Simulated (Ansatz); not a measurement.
A run of Ansatz 0.2.0 is set up as follows.

input.yaml

```yaml
crystal:
  lattice:
    - [1.6170930752, 0.9336291223, 4.800592584]
    - [-1.6170930752, 0.9336291223, 4.800592584]
    - [0.0, -1.8672582446, 4.800592584]
  atoms:
    - { symbol: Sn, position: [0.5, 0.5, 0.5] }
    - { symbol: O, position: [0.76283, 0.76283, 0.76283] }
    - { symbol: O, position: [0.23717, 0.23717, 0.23717] }
hamiltonian:
  xc: pbe
  pseudopotentials: { kind: paw }
kpoints:
  mp_grid: { grid: [10, 10, 10] }
scf:
  occupations: { method: fermi_dirac, width: 0.05 }
output:
  forces: true
  stress: true
  eigenvalues: true
  write_density: true
  write_potential: true
  elf: true
  volumetric_format: npy
relax:
  f_tol: 0.01
  max_steps: 40
  cell: { stress_tol: 0.05, p_target: 20.0 }
```

Potentials or basis: Ansatz PAW.

Launch:

```console
$ ansatz run input.yaml --threads 2 --pin off --max-ram 5632MiB --backend cpu --events-out ev --progress --plain --runs-dir out
```

What does it give for the band gap on the k mesh?

0.73 eV, indirect (least direct gap 2.20 eV).

What does it give for the relaxed volume?

10.39 Å³/atom.

Predict the space group after relaxing (to 0.05 Å).

Fm-3m (No. 225).

Final structure:
```xyz
3
Lattice="1.7662 1.0197 2.8857 -1.7662 1.0197 2.8857 0.0000 -2.0395 2.8857" Properties=species:S:1:pos:R:3 pbc="T T T"
Sn    0.0000    0.0000    4.3285
O     0.0000    0.0000    6.4926
O     0.0000    0.0000    2.1644
```

Caveat: the volume moved by over 15 % at a fixed basis, so the end points are rough; the plane-wave basis is chosen anew once the cell has moved, so the energies of steps on either side of that aren't comparable; the pressure holds a Pulay correction of +1.1 GPa for the finite cutoff; spin-orbit coupling is left out, which moves the levels of the heavy elements. PBE gaps usually lie below the measured ones, often by a third to a half.
